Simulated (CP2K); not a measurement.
**CuAu under changes of volume**

One of the cells (14.556 Å³/atom); the others are scaled copies at fixed shape and fractional positions:

```
Au Cu
1.0
     2.81075    0.00000    0.00000
     0.00000    2.81075    0.00000
     0.00000    0.00000    3.68500
Au Cu
1 1
Direct
  0.00000 0.00000 0.00000
  0.50000 0.50000 0.50000
```

| Property | Result |
| --- | --- |
| Program | CP2K 2026.2 |
| Functional | PBEsol |
| Potentials or basis | POTENTIAL_UZH Au GTH-PBE-q11, Cu GTH-PBE-q11; TZVP-MOLOPT-PBE-GTH basis |
| Density cutoff | 6803 eV |
| k mesh | 9 × 9 × 7 |
| Occupations | fermi-dirac, width 0.05 eV |
| Spin | no spin polarisation |

| volume (Å³/atom) | energy over the lowest point (meV/atom) | pressure (GPa) |
| --- | --- | --- |
| 13.683 | ? | ? |
| 13.974 | 16.72 | 8.8 |
| 14.265 | 4.74 | 4.5 |
| 14.556 | 0.00 | 0.8 |
| 14.847 | 1.64 | -2.5 |
| 15.139 | 8.90 | -5.4 |
| 15.430 | 21.09 | -7.9 |

Problem. What does the run at 13.683 Å³/atom give?

Solution. Energy over the lowest point 36.93 meV/atom; pressure 13.6 GPa.

Worked out: A Birch-Murnaghan fit of order 3 (a polynomial in V^(-2/3)) to the other rows has its minimum at 14.62 Å³/atom with B0 = V·E''(V) = 171 GPa and B' = 5.4 at fixed shape and positions, which overstates the stiffness. It gives 36.92 meV/atom at 13.683 Å³/atom, against the run's 36.93, and -dE/dV = 13.6 GPa, against 13.6.

Energies are extrapolated to zero smearing.

Caveats: with these potentials and basis sets, volumes of gold and of layered tellurides can stand 1.5 % and more from those of plane-wave programs; the potentials were made for another functional, which shifts forces and pressure; the basis of atomic orbitals isn't converged, which shifts pressures, moduli and gaps.
